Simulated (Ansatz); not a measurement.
MnO:

```xyz
2
Lattice="2.9713 -1.7170 0.0000 2.9713 1.7170 0.0000 -1.9846 0.0000 2.8103" Properties=species:S:1:pos:R:3 pbc="T T T"
Mn    1.9788    0.0000    1.4070
O     3.9609    0.0000    0.7007
```

The cell comes from a database or a generator and needn't be the stable form of this composition.

Base run:

```yaml
Program: Ansatz 0.2.0
Functional: BLYP
Potentials_or_basis: Ansatz PAW
Cutoff: "420 eV (not typed: the program's choice for these potentials)"
k_mesh: 7 × 7 × 7
Occupations: fermi-dirac, width 0.05 eV
Spin: collinear spin, ferromagnetic start
Starting_moments: "[4.0, 0.0] μB"
```

Its results: band gap on the k mesh none (metal or under the smearing width); pressure -0.4 GPa; net moment 4.99 μB per cell; site moments Mn +4.01; O +0.25 μB.

Q: After a change of settings the same cell gave: band gap on the k mesh none (metal or under the smearing width); pressure -6.3 GPa; net moment 5.00 μB per cell; site moments Mn +4.10; O +0.19 μB. Which change was it?
A. functional from BLYP to PBEsol
B. functional from BLYP to revPBE
C. functional from BLYP to RPBE
D. functional from BLYP to r2SCAN; cutoff from 420 eV (not typed: the program's choice for these potentials) to 500 eV (not typed: the program's choice for these potentials)

A: D.

Caveats: a cell with one magnetic atom can't hold antiferromagnetic order, which such compounds often take; semilocal functionals often make such compounds metallic where correlation or magnetic order opens a gap, which also shifts bond lengths; the PAW data sets come from PBE, with cores solved anew for the run's functional, which leaves a small shift of forces and pressure; the magnetic or orbital state may not be the lowest (some runs).

Runs at the PBE level aren't shown here.
